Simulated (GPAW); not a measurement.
Crystal: Te2Mo.

```
Te Mo
1.0
     3.51820    0.00000    0.00000
    -1.75910    3.04685    0.00000
     0.00000    0.00000   13.97360
Te Mo
4 2
Direct
  0.66667 0.33333 0.37900
  0.33333 0.66667 0.87900
  0.66667 0.33333 0.12100
  0.33333 0.66667 0.62100
  0.66667 0.33333 0.75000
  0.33333 0.66667 0.25000
```

```yaml
Program: GPAW 26.7.0
Task: relaxation of cell and atoms
Functional: RPBE
Dispersion: D4
Potentials_or_basis: the program's PAW data sets (release 1.2.1) made for this functional
Cutoff: 600 eV
Basis: pw
k_mesh: 5 × 5 × 2
Occupations: fermi-dirac, width 0.05 eV
Spin: no spin polarisation
```

At the start: pressure -2.1 GPa; volume 24.96 Å³/atom.

Q: Where does the relaxation end?

A: Over 10 steps the energy falls by 17.7 meV/atom and the volume is 23.28 Å³/atom (-6.7 %); space group P6_3/mmc (No. 194, to 0.05 Å).

Step by step:
```
step  energy change (eV)  largest force (eV/Å)  pressure (GPa)  volume (Å³)
   1              0.0000                0.1751           -2.09       149.79
   2             -0.0062                0.1695           -2.02       149.44
   3             -0.0799                0.0238            0.23       140.75
   4             -0.0818                0.0345            0.03       141.33
   5             -0.0853                0.0446           -0.17       141.82
   6             -0.0937                0.0566           -0.46       142.17
   7             -0.1021                0.0451           -0.50       141.51
   8             -0.1054                0.0145           -0.23       140.27
   9             -0.1059                0.0037           -0.05       139.77
  10             -0.1059                0.0017            0.00       139.69
```

Final structure:
```cif
data_structure
_symmetry_space_group_name_H-M 'P 1'
_symmetry_Int_Tables_number 1
_cell_length_a 3.4692
_cell_length_b 3.4692
_cell_length_c 13.4025
_cell_angle_alpha 90.000
_cell_angle_beta 90.000
_cell_angle_gamma 120.000
_cell_volume 139.69
loop_
_atom_site_label
_atom_site_type_symbol
_atom_site_fract_x
_atom_site_fract_y
_atom_site_fract_z
_atom_site_occupancy
Te1 Te 0.66667 0.33333 0.38581 1
Te2 Te 0.33333 0.66667 0.88581 1
Te3 Te 0.66667 0.33333 0.11419 1
Te4 Te 0.33333 0.66667 0.61419 1
Mo1 Mo 0.66667 0.33333 0.75000 1
Mo2 Mo 0.33333 0.66667 0.25000 1
```

Caveat: the k mesh is coarse; later steps reuse the first step's grids.
